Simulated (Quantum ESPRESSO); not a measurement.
Ge: phonon spectrum and thermodynamics under several settings

```
Ge
1.0
     0.00000    2.82891    2.82891
     2.82891    0.00000    2.82891
     2.82891    2.82891    0.00000
Ge
2
Direct
  0.75000 0.75000 0.75000
  0.50000 0.50000 0.50000
```

All runs used Quantum ESPRESSO 7.5; relaxed cell; no spin polarisation; cutoff 612 eV; occupations methfessel-paxton, width 0.272 eV; q mesh 2 × 2 × 2.

```csv
level,potentials,k mesh (s: shifted),volume (Å³/atom),pressure (GPa),highest frequency (cm⁻¹),zero-point energy (meV/atom),entropy at room temperature (k_B/atom)
PBE,GBRV 1.5 PBE,4 × 4 × 4,?,-0.1,?,?,?
PBEsol,GBRV 1.5 PBEsol,6 × 6 × 6,22.81,0.0,275,34.0,4.04
```

Q: What stands in the row left open?

A: Volume 24.29 Å³/atom; highest frequency 250 cm⁻¹; zero-point energy 31.6 meV/atom; entropy at room temperature 4.12 k_B/atom.

Caveats: some runs use coarse meshes; the mesh is thin for the phonons of a metal; λ from interpolated matrix elements is rough: modes that symmetry makes equal can differ by tens of percent.

For the row left open. Caveat: the k mesh is coarse (spacing up to 0.48 Å⁻¹), so the values aren't converged; the mesh is thin for the phonons of a metal; λ from interpolated matrix elements is rough: modes that symmetry makes equal can differ by tens of percent; the q mesh is small, so phonon branches between its points and thermal values are rough.
